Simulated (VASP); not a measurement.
Runs of VASP 6.6.1 on BaTiO3 (Barioperovskite). The structure is orthorhombic, space group Amm2 (No. 38). Conventional cell: a = 3.940 Å, b = 5.607 Å, c = 5.616 Å, α = 90.00°, β = 90.00°, γ = 90.00°. Around Ba (site symmetry mm2) lie 12 O at 2.75 to 2.86 Å. Ti (site symmetry mm2) is surrounded by 6 O at 1.88 to 2.09 Å. O (site symmetry mm2) has 2 Ti at 1.97 Å as nearest neighbours. Around O (site symmetry m) lie 2 Ti at 1.88 to 2.09 Å. 

```csv
task,level,potentials or basis,cell,gap on the mesh (eV),pressure (GPa),relaxed volume (Å³/atom),largest force (eV/Å)
relaxation of shape and atoms at fixed volume,PBEsol,"VASP PAW PBE potentials, release 64 (Ba_sv, Ti_sv, O)",atoms relaxed at fixed volume from: a relaxed cell with its volume scaled by 0.96,1.92,5.7,-,-
relaxation of shape and atoms at fixed volume,PBEsol,"VASP PAW PBE potentials, release 64 (Ba_sv, Ti_sv, O)",atoms relaxed at fixed volume from: a relaxed cell with its volume scaled by 0.98,2.00,2.6,-,0.01
relaxation of shape and atoms at fixed volume,PBEsol,"VASP PAW PBE potentials, release 64 (Ba_sv, Ti_sv, O)",atoms relaxed at fixed volume from: a relaxed cell with its volume scaled by 1.04,2.29,-4.0,-,-
relaxation of cell and atoms,LDA,"VASP PAW LDA potentials, release 64 (Ba_sv, Ti_sv, O)",relaxed,(a),0.0,(b),-
relaxation of shape and atoms at fixed volume,PBEsol,"VASP PAW PBE potentials, release 64 (Ba_sv, Ti_sv, O)",atoms relaxed at fixed volume from: a relaxed cell with its volume scaled by 0.94,1.85,9.5,-,0.01
relaxation of cell and atoms,PBEsol,"VASP PAW PBE potentials, release 64 (Ba_sv, Ti_sv, O)",relaxed,2.10,0.0,12.84,0.01
relaxation of shape and atoms at fixed volume,PBEsol,"VASP PAW PBE potentials, release 64 (Ba_sv, Ti_sv, O)",atoms relaxed at fixed volume,2.10,0.0,-,-
```

Alike in all rows: no spin polarisation; k mesh 10 × 10 × 10; cutoff (eV) 600; smearing methfessel-paxton 0.1 eV.

Problem. Fill in the values left out.

Solution. (a) 1.93; (b) 12.42.

Caveats: spin-orbit coupling is left out, which moves the levels of the heavy elements; the PAW data sets were made with another functional, which shifts forces and pressure a little (some runs); the relaxation stopped at its first step, so nothing moved (some runs).

A k mesh can miss the band edges, and the runs leave out spin-orbit coupling on Ba.
